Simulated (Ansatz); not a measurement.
Cu Kα1 powder pattern (kinematic, no thermal factors).
```
2θ (°)  relative intensity
 18.87                 100
 23.33                   2
 27.37                  52
 33.00                  99
 33.46                  46
 38.28                  16
 43.38                  89
 46.03                   3
 47.70                  17
 51.42                  14
 56.48                   6
 57.79                   2
 58.93                  18
 59.22                  17
 60.10                   8
 66.16                  25
 66.99                  22
 68.18                   2
 69.22                  11
 70.30                   5
 72.48                   5
 75.73                   2
 75.94                  17
 79.10                   7
 79.87                   7
 81.96                   2
 85.11                   1
 86.08                  11
 88.41                   3
```

The pattern is computed from a structure relaxed with DFT PBE, scalar-relativistic, plane waves, PAW in Ansatz. No spin polarisation. Its elements are Sn, Te.

**Question.** Give the structure.

**Answer.** SnTe.
Space group P6_3mc (No. 186). a = 5.425 Å, b = 5.425 Å, c = 6.511 Å, α = 90.00°, β = 90.00°, γ = 120.00°
| atom | site | symmetry | x | y | z |
| --- | --- | --- | --- | --- | --- |
| Sn | 2b | 3m. | 0.3333 | 0.6667 | 0.9548 |
| Te | 2b | 3m. | 0.3333 | 0.6667 | 0.4302 |

A pattern alone doesn't exclude other cells with like lines; this is the one computed.

Another cell of SnTe relaxed alike, in I4mm, lies 117 meV/atom lower, so this cell isn't the stable form at this level.

The cell was found from a structure generator's guess, not taken from experiment.
